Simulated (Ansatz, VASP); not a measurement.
## Cross-check of SiC (honeycomb SiC 6 layers, AA') between VASP and Ansatz

One calculation is typed for both programs; each brings its own data sets. How far apart do they land? The cell is taken from a series of runs on this material, whose earlier steps may have relaxed, scaled, displaced or heated it; both programs get it as it stands.

Calculated with Ansatz 0.2.0; plane waves, with VASP 6.6.1 beside it; single point at PBE with D3(BJ).

## 1. The structure

The cell holds 12 atoms: 6 C and 6 Si. Its edges and angles: a = 3.139 Å, b = 3.139 Å, c = 30.397 Å, α = 90.0°, β = 90.0°, γ = 120.0°. Vacuum lies along c.

## 2. Ansatz: single point, PBE with D3(BJ)

Ansatz runs on its default PAW (the set named soft_2) files.

A single point gives forces, pressure and levels at one fixed geometry, so differences don't come from the geometry; what else differs is listed under the comparison.

input.yaml

```yaml
crystal:
  lattice:
    - [3.1389020522, 0.0, 0.0]
    - [-1.5694510261, 2.7183689172, 0.0]
    - [0.0, 0.0, 30.3974892714]
  atoms:
    - { symbol: C, position: [0.6666666667, 0.3333333333, 0.2960770845] }
    - { symbol: Si, position: [0.3333333333, 0.6666666667, 0.3008659575] }
    - { symbol: C, position: [0.3333333333, 0.6666666667, 0.3728155079] }
    - { symbol: Si, position: [0.6666666667, 0.3333333333, 0.3700666541] }
    - { symbol: C, position: [0.6666666667, 0.3333333333, 0.4575183893] }
    - { symbol: Si, position: [0.3333333333, 0.6666666667, 0.4580985071] }
    - { symbol: C, position: [0.3333333333, 0.6666666667, 0.5424816107] }
    - { symbol: Si, position: [0.6666666667, 0.3333333333, 0.5419014929] }
    - { symbol: C, position: [0.6666666667, 0.3333333333, 0.6271844921] }
    - { symbol: Si, position: [0.3333333333, 0.6666666667, 0.6299333459] }
    - { symbol: C, position: [0.3333333333, 0.6666666667, 0.7039229155] }
    - { symbol: Si, position: [0.6666666667, 0.3333333333, 0.6991340425] }
kpoints:
  mp_grid: { grid: [18, 18, 1] }
  band_path:
    path: [[0, 0, 0], [0.5, 0, 0], [0.33333333, 0.33333333, 0], [0, 0, 0]]
    npoints: 16
hamiltonian:
  xc: pbe
  dispersion: d3bj
scf:
  occupations: { method: fermi_dirac, width: 0.02585 }
  convergence: { dr2_threshold: 1.0e-10 }
efield:
  axis: 3
  dipole_correction: true
  ramp_position: 0.97
  ramp_width: 0.06
  amplitude: 0
output:
  dos: { projected: true, e_range: [-6, 5] }
  write_potential: true
  write_density: true
  volumetric_format: npy
  elf: true
```

Run with:

```sh
$ ansatz run input.yaml --threads 2 --pin off --max-ram 4096MiB --backend cpu --events-out ev --progress --plain --runs-dir out
```

Numbers of over 12 decimals in the logs are rounded to 6 here.

Log:

```text
Engine: ansatz 0.2.0, x86_64-unknown-linux-gnu
Pseudopotentials: kind: paw
Pseudopotential: C, paw, valence charge 4, recommended cutoff 420 eV (normal), C.paw.azcp
Pseudopotential: Si, paw, valence charge 4, recommended cutoff 420 eV (normal), Si.paw.azcp
Functional definition: PBE
  parameter kappa = 0.804
  parameter beta = 0.066725
  exchange = pbe_x(kappa = kappa, mu = beta*pi^2/3)
  correlation = pbe_c(beta = beta)
Crystal: 12 atoms, lattice volume = 259.372 Å³
Basis set: ecut = 420 eV, 5021 PW (Γ)
Bands: 36, of which v1, the nominal top of the filled ones, is band 24 counted from 1 (23 counted from 0)
Symmetry: 6 space group operations
k-points: 37 of 324 (time reversal used)
Non-local potential: C, projectors of the file, l = 0: 2, l = 1: 2, l = 2: 1
Non-local potential: Si, projectors of the file, l = 0: 2, l = 1: 2, l = 2: 2
PAW form: soft (Blöchl's): semilocal exchange-correlation on the pseudo side does not see the compensation charge
PAW one-centre angular grid: C, 110 points (default); XC on 64 Gauss nodes
PAW one-centre angular grid: Si, 110 points (default); XC on 64 Gauss nodes
Initial density: superposition of atomic densities (neutral atoms: chi_scale 0, normalization atom), corrected by the library's trained network
Initial wavefunctions: pseudopotential atomic-orbital guess
Functional: x = pbe(κ = 0.804, μ = 0.219515), c = pbe(β = 0.066725)
SCF iter   1: F=—  HF=-5320.663406 eV  |F-HF|=—  |Δ(HF+E_count)|=         —  Δρ=3.10e-3  dr2=3.10e-2  ethr=1.77e-3  p=0.000 e·Å  D=1.09e-13 V/Å  ΔV_dip=-0.00 eV  dr2_dipole=2.07e-8  V_vac-E_F(+/−)=3.90/3.90 eV  ⟨swp⟩=10.4  Hψ=9311  notcnv=0  defer=25
efield: sawtooth ramp at fractional position 0.9700 (set: `efield.ramp_position`, or a place that a band, a saddle search or an elastic batch's reference lends), width 0.0600; the density the first Hamiltonian is built on has a dipole p = 0.000 e·Å; the dipole correction subtracts the counter field D = 1.09e-13 V/Å, which shifts the + side's vacuum level by -0.00 eV against the − side's; the planar-averaged density in the ramp window peaks in size at 1.4e-5 e/Å³
preconditioner: auto → Resta (q_TF=auto, 2.060 Å⁻¹)  ε∞=3.0  [insulator: Δε(μ)=1.102 eV  Ē_g=11.263 eV  σ=0.026 eV  W_gap=1.00  n_scr=18 (ndim 8)  ℏωp=16.0 eV  f_vac=0.472  D(μ)=0.00/eV (n_scr^D=0)  ε∞_Penn≈3.0  vacuum switching on, ρ_ref=9.2e-3 e/Å³]
SCF iter   2: F=—  HF=-5320.659341 eV  |F-HF|=—  |Δ(HF+E_count)|=   4.06e-3  Δρ=1.42e-3  dr2=4.19e-3  ethr=6.47e-5  p=0.000 e·Å  D=2.79e-5 V/Å  ΔV_dip=-0.00 eV  dr2_dipole=1.08e-7  V_vac-E_F(+/−)=3.95/3.95 eV  ⟨swp⟩=3.2  Hψ=2890  notcnv=0  defer=207
SCF iter   3: F=—  HF=-5320.660072 eV  |F-HF|=—  |Δ(HF+E_count)|=   7.31e-4  Δρ=5.81e-4  dr2=1.60e-3  ethr=8.74e-6  p=-0.000 e·Å  D=-6.02e-5 V/Å  ΔV_dip=0.00 eV  dr2_dipole=3.82e-7  V_vac-E_F(+/−)=4.02/4.02 eV  ⟨swp⟩=2.7  Hψ=2063  notcnv=0  defer=207
SCF iter   4: F=—  HF=-5320.660228 eV  |F-HF|=—  |Δ(HF+E_count)|=   1.56e-4  Δρ=2.17e-4  dr2=4.20e-4  ethr=3.33e-6  p=0.000 e·Å  D=7.28e-5 V/Å  ΔV_dip=-0.00 eV  dr2_dipole=5.60e-7  V_vac-E_F(+/−)=4.00/4.00 eV  ⟨swp⟩=2.6  Hψ=1728  notcnv=0  defer=207
SCF iter   5: F=—  HF=-5320.660242 eV  |F-HF|=—  |Δ(HF+E_count)|=   1.39e-5  Δρ=6.11e-5  dr2=1.12e-5  ethr=8.75e-7  p=-0.000 e·Å  D=-5.56e-5 V/Å  ΔV_dip=0.00 eV  dr2_dipole=3.23e-7  V_vac-E_F(+/−)=4.02/4.02 eV  ⟨swp⟩=2.7  Hψ=1721  notcnv=0  defer=207
SCF iter   6: F=—  HF=-5320.660253 eV  |F-HF|=—  |Δ(HF+E_count)|=   1.11e-5  Δρ=2.59e-5  dr2=3.52e-6  ethr=2.34e-8  p=0.000 e·Å  D=1.07e-4 V/Å  ΔV_dip=-0.00 eV  dr2_dipole=1.20e-6  V_vac-E_F(+/−)=4.02/4.03 eV  ⟨swp⟩=2.6  Hψ=2112  notcnv=0  defer=207
SCF iter   7: F=—  HF=-5320.660271 eV  |F-HF|=—  |Δ(HF+E_count)|=   1.80e-5  Δρ=1.08e-5  dr2=3.36e-6  ethr=7.33e-9  p=-0.000 e·Å  D=-1.43e-4 V/Å  ΔV_dip=0.00 eV  dr2_dipole=2.14e-6  V_vac-E_F(+/−)=4.03/4.02 eV  ⟨swp⟩=2.6  Hψ=2110  notcnv=0  defer=207
SCF iter   8: F=—  HF=-5320.660271 eV  |F-HF|=—  |Δ(HF+E_count)|=   3.71e-7  Δρ=3.92e-6  dr2=1.03e-7  ethr=7.00e-9  p=-0.000 e·Å  D=-1.62e-5 V/Å  ΔV_dip=0.00 eV  dr2_dipole=3.91e-8  V_vac-E_F(+/−)=4.03/4.03 eV  ⟨swp⟩=1.6  Hψ=1172  notcnv=0  defer=207
SCF iter   9: F=—  HF=-5320.660271 eV  |F-HF|=—  |Δ(HF+E_count)|=   1.63e-8  Δρ=1.39e-6  dr2=9.35e-9  ethr=2.14e-10  p=0.000 e·Å  D=3.26e-6 V/Å  ΔV_dip=-0.00 eV  dr2_dipole=1.09e-9  V_vac-E_F(+/−)=4.03/4.03 eV  ⟨swp⟩=2.7  Hψ=2274  notcnv=0  defer=207
SCF iter  10: F=—  HF=-5320.660271 eV  |F-HF|=—  |Δ(HF+E_count)|=  3.77e-10  Δρ=5.80e-7  dr2=2.54e-9  ethr=1.95e-11  p=-0.000 e·Å  D=-1.16e-6 V/Å  ΔV_dip=0.00 eV  dr2_dipole=3.04e-11  V_vac-E_F(+/−)=4.03/4.03 eV  ⟨swp⟩=2.6  Hψ=2072  notcnv=0  defer=207
SCF iter  11: F=—  HF=-5320.660271 eV  |F-HF|=—  |Δ(HF+E_count)|=  2.69e-10  Δρ=2.21e-7  dr2=2.29e-10  ethr=5.28e-12  p=0.000 e·Å  D=6.52e-8 V/Å  ΔV_dip=-0.00 eV  dr2_dipole=2.50e-13  V_vac-E_F(+/−)=4.03/4.03 eV  ⟨swp⟩=2.7  Hψ=1991  notcnv=0  defer=207
SCF iter  12: F=-5320.660271 eV  HF=-5320.660271 eV  |F-HF|=1.82e-11  |Δ(HF+E_count)|=  6.00e-11  Δρ=8.11e-8  dr2=1.74e-11  ethr=1.00e-12  p=-0.000 e·Å  D=-9.58e-8 V/Å  ΔV_dip=0.00 eV  dr2_dipole=2.83e-13  V_vac-E_F(+/−)=4.03/4.03 eV  ⟨swp⟩=14.8  Hψ=5506  notcnv=0
SCF 1 converged in 12 iterations: F = -5320.660271 eV  dr2 = 1.74e-11
  greatest PAW one-centre occupation: 0.654 electrons in one spin orbital (limit 2), on the C atom at site 2 (counted from 0), in its partial waves of l = 0
NSCF: frozen V_eff on 49 k-points
efield: sawtooth ramp at fractional position 0.9700 (kept from the solve that this one continues, or follows in the run), width 0.0600; the density the first Hamiltonian is built on has a dipole p = -0.000 e·Å; the dipole correction subtracts the counter field D = -9.58e-8 V/Å, which shifts the + side's vacuum level by +0.00 eV against the − side's; the planar-averaged density in the ramp window peaks in size at 3.8e-8 e/Å³
WARN: The output density's exchange-correlation potential varies sharply where the density is thin. Do not read a vacuum level from v_tot or v_xc, or from such a field of the output density. On a cell that repeats whose density bears no net charge and no dipole along the vacuum's axis use v_es (v_loc + v_h of the components); under efield.dipole_correction with no amplitude use v_es + v_field, which holds any externa [...]
SCF converged after 12 iterations
Free energy (F): -5320.660271 eV
Harris-Foulkes:  -5320.660271 eV  (|F-HF|=1.82e-11)
Internal energy: -5320.660271 eV  (E = F + TS)
E sigma→0 (E₀):  -5320.660271 eV
Fermi energy:    3.294674 eV
Dipole field:    D = 0.000001 V/Å  (p = 0.000001 e·Å, saw-weighted, corrected)
Work function:   Φ+ = 4.0265 eV   Φ− = 4.0265 eV
Levels:          The Fermi level and band energies are counted from a zero that moves with the ramp; work functions are not
--- Per-component energies (eV) ---
  E_band       = -204.894741
  E_kinetic    = 811.391815
  E_local      = -33088.299344  (includes V_loc(G=0)·N_el)
  E_nonlocal   = 310.308899
  E_hartree    = 16234.595770
  E_xc         = -630.578823
  E_vxc        = -652.810376  (∫ρ·V_xc dr)
  E_paw        = -3671.826099  (= ΣΔE_a)
  E_vpaw       = -54.677792  (= ΣTr[D̂ρ^β])
  E_aug_tail   = 0.000080  (compensation charges beyond the density's cutoff)
  E_efield     = 0.000000  (sawtooth field / dipole correction)
  E_vefield    = 0.000000  (∫n·V_field dr)
  E_ewald      = 14716.884262
  E_disp       = -3.136830  (pairwise vdW)
  E_smearing   = -0.000000  (= −TS)
  E_closure    = -0.000000  (closes the sum)
  Σ components = -5320.660271   (vs F -5320.660271, Δ=0.00e0)
--- Band table (eV; the first three rows and the last of 37) ---
  k-point 0: bands = [... 20 lower, 0.6975, 0.6975, 1.2000, 2.5873, 5.6789, 5.7661, 6.4366, 6.4702, ... 8 higher]
  k-point 1: bands = [... 20 lower, 0.6021, 0.6611, 1.3286, 2.6369, 5.8480, 5.9246, 6.5265, 6.5401, ... 8 higher]
  k-point 2: bands = [... 20 lower, 0.4839, 0.5521, 1.5362, 2.7196, 6.0749, 6.1374, 6.6366, 6.6973, ... 8 higher]
  k-point 36: bands = [... 20 lower, 0.0642, 0.0642, 1.3567, 1.3567, 5.5684, 5.5684, 5.9441, 6.6381, ... 8 higher]
```

## 3. VASP: single point, PBE with D3(BJ)

The same cell, functional, mesh and smearing now go to VASP, with its own data sets.

Lines of VASP's logs that name or quote its potential files are left out, and so is its time.

INCAR

```
SYSTEM = SiC
PREC = Accurate
ENCUT = 520
EDIFF = 1E-06
NELM = 120
ISMEAR = -1
SIGMA = 0.02585
LREAL = .FALSE.
ALGO = Normal
GGA = PE
IVDW = 12
NBANDS = 36
LORBIT = 11
LWAVE = .FALSE.
LCHARG = .FALSE.
ISIF = 2
LDIPOL = .TRUE.
IDIPOL = 3
DIPOL = 0.5 0.5 0.5
LVHAR = .TRUE.
LASPH = .TRUE.
GGA_COMPAT = .FALSE.
EFERMI = MIDGAP
NELMDL = -8
KPAR = 2
```

POSCAR

```
SiC
1.0
    3.1389020522      0.0000000000      0.0000000000
   -1.5694510261      2.7183689172      0.0000000000
    0.0000000000      0.0000000000     30.3974892714
C Si
6 6
Direct
    0.6666666666      0.3333333332      0.2960770845
    0.3333333332      0.6666666666      0.3728155079
    0.6666666666      0.3333333332      0.4575183893
    0.3333333332      0.6666666666      0.5424816107
    0.6666666666      0.3333333332      0.6271844921
    0.3333333332      0.6666666666      0.7039229155
    0.3333333332      0.6666666666      0.3008659575
    0.6666666666      0.3333333332      0.3700666541
    0.3333333332      0.6666666666      0.4580985071
    0.6666666666      0.3333333332      0.5419014929
    0.3333333332      0.6666666666      0.6299333459
    0.6666666666      0.3333333332      0.6991340425
```

KPOINTS

```
Automatic mesh
0
Gamma
18 18 1
0 0 0
```

PAW data sets: C and Si (PBE family, release 64).

Run with:

```sh
$ mpirun -np 2 vasp_std
```

Log:

```text
[banner, memory and clock lines left out]
running    2 mpi-ranks, on    1 nodes
 distrk:  each k-point on    1 cores,    2 groups
 distr:  one band on    1 cores,    1 groups

 POSCAR found type information on POSCAR C Si
 POSCAR found :  2 types and      12 ions
 LDA part: xc-table for (Slater+PW92), standard interpolation
 POSCAR, INCAR and KPOINTS ok, starting setup
 FFT: planning ... GRIDC
 FFT: planning ... GRID_SOFT
 FFT: planning ... GRID
 WAVECAR not read
 entering main loop
       N       E                     dE             d eps       ncg     rms          rms(c)
DAV:   1     0.259695564284E+03    0.25970E+03   -0.19497E+04  2672   0.109E+03
DAV:   2    -0.636698981086E+02   -0.32337E+03   -0.30588E+03  3748   0.232E+02
DAV:   3    -0.963402573833E+02   -0.32670E+02   -0.32163E+02  3428   0.715E+01
DAV:   4    -0.977618848037E+02   -0.14216E+01   -0.14165E+01  3680   0.167E+01
DAV:   5    -0.978186433985E+02   -0.56759E-01   -0.56723E-01  3780   0.311E+00
DAV:   6    -0.978211834062E+02   -0.25400E-02   -0.25396E-02  3928   0.598E-01
DAV:   7    -0.978212537001E+02   -0.70294E-04   -0.70287E-04  3844   0.911E-02
DAV:   8    -0.978212568869E+02   -0.31867E-05   -0.31866E-05  3488   0.154E-02    0.225E+01
DAV:   9    -0.853443285947E+02    0.12477E+02   -0.36618E+01  3224   0.224E+01    0.960E+00
DAV:  10    -0.850098856601E+02    0.33444E+00   -0.34399E+00  3668   0.716E+00    0.416E+00
DAV:  11    -0.849347930753E+02    0.75093E-01   -0.21862E-01  3512   0.200E+00    0.137E+00
DAV:  12    -0.849169045998E+02    0.17888E-01   -0.32369E-02  3532   0.888E-01    0.249E-01
DAV:  13    -0.849153742848E+02    0.15303E-02   -0.71112E-03  3572   0.346E-01    0.162E-01
DAV:  14    -0.849140869468E+02    0.12873E-02   -0.13915E-03  3396   0.170E-01    0.604E-02
[...]
DAV:  20    -0.849155049617E+02   -0.11350E-03   -0.47206E-06  2736   0.881E-03    0.309E-03
DAV:  21    -0.849155292471E+02   -0.24285E-04   -0.19468E-06  2588   0.494E-03    0.240E-03
DAV:  22    -0.849155519514E+02   -0.22704E-04   -0.32424E-06  2528   0.340E-03    0.113E-03
DAV:  23    -0.849155712099E+02   -0.19259E-04   -0.11527E-06  2356   0.254E-03    0.831E-04
DAV:  24    -0.849155891998E+02   -0.17990E-04   -0.11180E-06  2644   0.239E-03    0.505E-04
DAV:  25    -0.849155950893E+02   -0.58895E-05   -0.14292E-07  2456   0.118E-03    0.379E-04
DAV:  26    -0.849156009963E+02   -0.59070E-05   -0.26964E-07  2448   0.128E-03    0.229E-04
DAV:  27    -0.849156019655E+02   -0.96922E-06   -0.32991E-08  2212   0.634E-04
   1 F= -.88052091E+02 E0= -.88052091E+02  d E =-.146235E-09
```

(Part 1 of 2 ends here.)

[Lines on the potential files, build, host, timing and source positions are cut from VASP's logs without a mark.]

[Logs are printed without paths, hosts, clocks, repeated set-up lines and the standing remarks that a program may print on its own settings, such as how far it seeks lower states.]

[Hosts, paths, dates, database ids (printed as entryN), source tags and the programs' standing remarks are cut or masked in the printed files.]
